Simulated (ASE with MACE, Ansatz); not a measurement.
# Adsorption of TiCl4 on WSe2: energy and structure

How much energy does the adsorption of TiCl4 on WSe2 release or cost, and how far does that hang on the level of theory?

Calculated with Ansatz 0.2.0: Kohn-Sham DFT, PBE+D3(BJ), PAW (set soft_2, large core), plane waves; cutoff 420 eV, fermi-dirac smearing of 0.025 eV (for the slabs). Every cell is relaxed with this functional, then solved at fixed geometry with r2SCAN+D4, PBE, RPBE+D3(BJ) and HSE06+D3(BJ). Cutoffs: 420 eV for PBE+D3(BJ), PBE, RPBE+D3(BJ) and HSE06+D3(BJ); 500 eV for r2SCAN+D4.

**The cells**

The cell holds 48 atoms: 16 W and 32 Se. Its edges and angles: a = 13.280 Å, b = 13.280 Å, c = 19.360 Å, α = 90.0°, β = 90.0°, γ = 120.0°. It derives from WSe2. The starting structure: One layer of 2H-WSe2, 4 x 4 cells (lattice constants typed as starting values near PBE's), about 15 Å of vacuum, lower atoms held. Vacuum lies along c.

- TiCl4 on WSe2: one whole molecule of TiCl4 lowered over a top site, eased by MACE.

Molecules sit alone in boxes of 14 to 15 Å, at Γ at every level, with a smearing of 0.01 eV.

The input of the single point on the relaxed bare surface:

```yaml
crystal:
  lattice:
    - [13.28, 0.0, 0.0]
    - [-6.64, 11.50082, 0.0]
    - [0.0, 0.0, 19.36]
  atoms:
    - { symbol: W, position: [1.0, 0.0, 0.13843] }
    - { symbol: Se, position: [0.16667, 0.08333, 0.22467] }
    - { symbol: Se, position: [0.16667, 0.08333, 0.05219] }
    - { symbol: W, position: [0.0, 0.25, 0.13843] }
    [... 42 atom lines left out ...]
    - { symbol: Se, position: [0.91667, 0.83333, 0.22467] }
    - { symbol: Se, position: [0.91667, 0.83333, 0.05219] }
kpoints:
  mp_grid: { grid: [1, 1, 1] }
hamiltonian:
  xc: pbe
  dispersion: d3bj
  pseudopotentials: { kind: paw, core: large }
scf:
  occupations: { method: fermi_dirac, width: 0.025 }
output:
  forces: true
  populations: true
  dos:
    method: { smearing: { sigma: 0.08 } }
    de: 0.1
    projected:
      site_lists:
        Se: [Se]
        W: [W]
        slab: [... 48 sites ...]
  eigenvalues: true
  write_density: true
  write_potential: true
  volumetric_format: npy
```

```
         cell       formula  k-mesh  relaxation steps  gain on relaxing (eV)  free energy, PBE+D3(BJ) (eV)  Kohn-Sham gap (eV)  time of its runs on this page
         WSe2       W16Se32   1×1×1                 3                   0.03                   -248703.521                2.25                         12 min
TiCl4 on WSe2  TiW16Se32Cl4   1×1×1                14                   0.12                   -255530.031                0.81                         20 min
        TiCl4         TiCl4   1×1×1                 3                   0.03                     -6825.915                3.66                           98 s
```

The gap is that between the highest filled and lowest empty Kohn-Sham level; a dash marks none computed or no clear gap. Times come from shared hosts and are rough.

**Reaction energies**

Products less reactants, from the free energies above and their like at the other levels, in eV; negative values release energy:

| change | PBE+D3(BJ) | r2SCAN+D4 | PBE | RPBE+D3(BJ) | HSE06+D3(BJ) |
| --- | --- | --- | --- | --- | --- |
| adsorption of TiCl4 | -0.60 | -0.40 | 0.08 | -0.78 | -0.79 |

Worked for the first row at PBE+D3(BJ): (-255530.031) − (-248703.521) − (-6825.915) = -0.596 eV (from unrounded energies).

**What the relaxations did**

Bonds are pairs closer than 1.18 times the sum of covalent radii, pairs of two metal atoms left out; a bond counts as made or broken only if it crosses from under that bound to over 1.3 times, or back. All concern the added atoms.

| cell | bonds to the surface at the end | nearest contact (Å) | made in DFT | broken in DFT | largest move (Å) |
| --- | --- | --- | --- | --- | --- |
| TiCl4 on WSe2 | none | Cl–Se 3.66 | none | none | 1.09 |

**Findings**

The change releases 0.60 eV at PBE+D3(BJ). The molecule stays whole, with no bond to the surface by this rule. At the same geometries the levels give -0.79 (HSE06+D3(BJ)) to 0.08 eV (PBE), so its sign hangs on the dispersion term and the D3 term supplies -0.67 eV of it. The starting surface has a Kohn-Sham gap of 2.25 eV; with TiCl4 on WSe2 it falls to 0.81 eV, so the added atoms bring levels into the gap.

Limits: These are static energies with no barriers, zero-point energy or heat. Where a gas molecule is taken up, its entropy is lost, which at room temperature and above is worth several tenths of an eV to over 1 eV a molecule and isn't counted. All slabs, the starting one too, were first eased by a machine-learned potential, and one starting arrangement a cell was relaxed; others may lie lower. Only one face is changed, and the cells carry no dipole correction. Levels with D3 or D4 differ in the size of their dispersion terms as well as in the functional. Spin–orbit coupling is left out, which matters for the levels of the heavy elements. In some runs the program notes that potentials were chosen by core size, positions were snapped to a detected symmetry and the exchange-correlation potential is rough where the density is thin. A 4×4 hexagonal cell on a 1×1×1 mesh doesn't sample the K point, where such monolayers often have their band edges, so gaps on such meshes can lie too high.

[Logs are printed without paths, hosts, clocks, repeated set-up lines and the standing remarks that a program may print on its own settings, such as how far it seeks lower states.]

[Hosts, paths, dates, database ids (printed as entryN), source tags and the programs' standing remarks are cut or masked in the printed files.]
